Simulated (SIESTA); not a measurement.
**PbSe (Clausthalite) under changes of volume**

One of the cells (28.671 Å³/atom); the others are scaled copies at fixed shape and fractional positions:

```
CELL_PARAMETERS angstrom
0.00000 3.06065 3.06065
3.06065 0.00000 3.06065
3.06065 3.06065 0.00000
ATOMIC_POSITIONS crystal
Pb 0.00000 0.00000 0.00000
Se 0.50000 0.50000 0.50000
```

```yaml
Program: SIESTA 5.4.2
Functional: LDA
Potentials_or_basis: PseudoDojo 0.4 standard (LDA files)
Basis: DZP (energy shift 0.002 Ry)
Grid_cutoff: 500 Ry
Energy_shift: 0.002 Ry
k_mesh: 8 × 8 × 8
Occupations: fermi-dirac, width 0.05 eV
Spin: no spin polarisation
```

| volume (Å³/atom) | energy over the lowest point (meV/atom) | pressure (GPa) | gap on the mesh (eV) |
| --- | --- | --- | --- |
| 26.951 | ? | ? | ? |
| 27.524 | 5.98 | 2.1 | 0.17 |
| 28.097 | 0.84 | 0.8 | 0.24 |
| 28.671 | 0.00 | -0.3 | 0.30 |
| 29.244 | 3.08 | -1.4 | 0.36 |
| 29.818 | 9.62 | -2.3 | 0.41 |
| 30.391 | 19.35 | -3.1 | 0.46 |

**Question.** What does the run at 26.951 Å³/atom give?

**Answer.** Energy over the lowest point 15.88 meV/atom; pressure 3.4 GPa; gap on the mesh 0.10 eV.

Worked out: A Birch-Murnaghan fit of order 3 (a polynomial in V^(-2/3)) to the other rows has its minimum at 28.50 Å³/atom with B0 = V·E''(V) = 56 GPa and B' = 4.2. It gives 15.90 meV/atom at 26.951 Å³/atom, against the run's 15.88, and -dE/dV = 3.5 GPa, against 3.4.

Energies are extrapolated to zero smearing.

Caveats: semicore shells carry a single zeta, which can move pressures by several GPa and volumes by a few percent; spin-orbit coupling is left out, which as a rule narrows the gap of such compounds by several tenths of an eV; the basis of atomic orbitals isn't converged, which shifts pressures, moduli and gaps.

A mesh can miss the band edges.
